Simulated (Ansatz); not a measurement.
# TiAl3: what symmetry allows forces and stress to be

```xyz
4
Lattice="3.0091 0.0701 0.0000 0.1156 4.7052 0.0000 0.0000 0.0000 5.2466" Properties=species:S:1:pos:R:3 pbc="T T T"
Ti    0.0578    2.3526    0.9183
Al    1.5623    2.3877    3.5357
Al    1.5045    0.0351    2.0688
Al    0.0000    0.0000    3.9704
```

Method: DFT PBE, scalar-relativistic, plane waves, PAW in Ansatz 0.2.0.

Settings: cutoff 420 eV, Γ-centred mesh 14×10×10 on the computed 4-atom cell, Gaussian smearing of 0.10 eV; no spin polarisation.

This distorted cell has space group P2, with 2 operations.

Task: Without a calculation: in which directions can each atom feel a force?

Result: A force must be left unchanged by every operation that keeps its atom in place, so it lies in the space that those operations leave fixed. Atoms that the group maps onto each other feel forces of one size.
```tsv
atom	site symmetry	operations at the site	equivalent to atom	allowed force (Cartesian)
Ti1	2	2	1	along (0.00, 0.00, 1.00)
Al2	2	2	2	along (0.00, 0.00, 1.00)
Al3	2	2	3	along (0.00, 0.00, 1.00)
Al4	2	2	4	along (0.00, 0.00, 1.00)
```

That leaves 4 independent force components of 12, tied by 1 condition that the forces sum to zero, so 3 remain. A relaxation in this cell that keeps the symmetry moves the atoms in these directions alone.

Task: And the stress tensor?

Result: It must be invariant under the point group, which leaves 4 independent components: yz, xz vanish.

Task: Do the computed values obey this?

Result: Yes. Forces (eV/Å):
```
Ti1  0.000  0.000 -0.234
Al2  0.000  0.000  0.315
Al3  0.000  0.000 -3.271
Al4  0.000  0.000  3.190
```

Stress (GPa, compression positive, xx yy zz yz xz xy): -3.21 -7.28 -1.73 0.00 0.00 -2.80. The program imposes the same operations on density, forces and stress, so this confirms the analysis and is no independent test of the calculation.

This form isn't the usual stable structure of the compound.